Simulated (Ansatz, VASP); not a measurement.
**BeH4 in VASP and in Ansatz**

Contents of INCAR:

```
PREC = Accurate
ENCUT = 600
EDIFF = 1E-6
ISMEAR = 0
SIGMA = 0.1
LREAL = F
LASPH = T
NELM = 100
ALGO = Normal
ISIF = 3
LWAVE = F
LCHARG = F
GGA = PE
IBRION = 2
NSW = 100
EDIFFG = -0.01
```

File KPOINTS:

```
regular mesh
0
Gamma
  16 16 8
```

The input POSCAR:

```
BeH4
1.0
    2.4478397989      0.0000000000      0.0000000000
    0.0000000000      2.4478397989      0.0000000000
    0.0000000000      0.0000000000      5.0545273503
Be H
1 4
Direct
    0.0000000000      0.0000000000      0.0000000000
    0.5000000000      0.0000000000      0.1996609644
    0.0000000000      0.5000000000      0.8003390356
    0.5000000000      0.0000000000      0.8003390356
    0.0000000000      0.5000000000      0.1996609644
```

Input for Ansatz:

```yaml
crystal:
  lattice:
    - [2.4478397989, 0.0, 0.0]
    - [0.0, 2.4478397989, 0.0]
    - [0.0, 0.0, 5.0545273503]
  atoms:
    - { symbol: Be, position: [0.0, 0.0, 0.0] }
    - { symbol: H, position: [0.5, 0.0, 0.1996609644] }
    - { symbol: H, position: [0.0, 0.5, 0.8003390356] }
    - { symbol: H, position: [0.5, 0.0, 0.8003390356] }
    - { symbol: H, position: [0.0, 0.5, 0.1996609644] }
basis:
  ecutwfc: 420
kpoints:
  mp_grid: { grid: [16, 16, 8] }
hamiltonian:
  xc: pbe
scf:
  occupations: { method: gaussian, width: 0.1 }
output:
  forces: true
  stress: true
  eigenvalues: true
relax:
  adjacent_minimum: "off"
  f_tol: 0.01
  max_steps: 80
  cell: { stress_tol: 0.05 }
```

Change from the starting cell: ordered vacancies on the cation sites of fluorite (P4/mmm, No. 123).

Alike in both runs: task relaxation of cell and atoms; functional PBE; k mesh 16 × 16 × 8; occupations gaussian, width 0.1 eV; no spin polarisation.

|  | VASP | Ansatz |
| --- | --- | --- |
| version | VASP 6.6.1 | Ansatz 0.2.0 |
| potentials or method | VASP PAW PBE potentials, release 64 (Be, H) | scalar-relativistic, plane waves, PAW |
| plane-wave cutoff (eV) | 600 | 420 |
| valence electrons in the cell | 6 | 6 |

|  | VASP | Ansatz | Ansatz less VASP |
| --- | --- | --- | --- |
| gap on the k mesh at the Fermi level, each at its own relaxed structure (eV) | none | none | - |
| relaxed volume (Å³/atom) | 6.19 | 6.20 | +0.011 |
| relaxed cell length with the largest relative difference (Å) | 4.923 | 4.933 | +0.0098 |
| energy change over the relaxation (meV/atom) | -8 | -8 | -0.1 |

A gap of «none» marks a metal or a gap that the smearing closes.
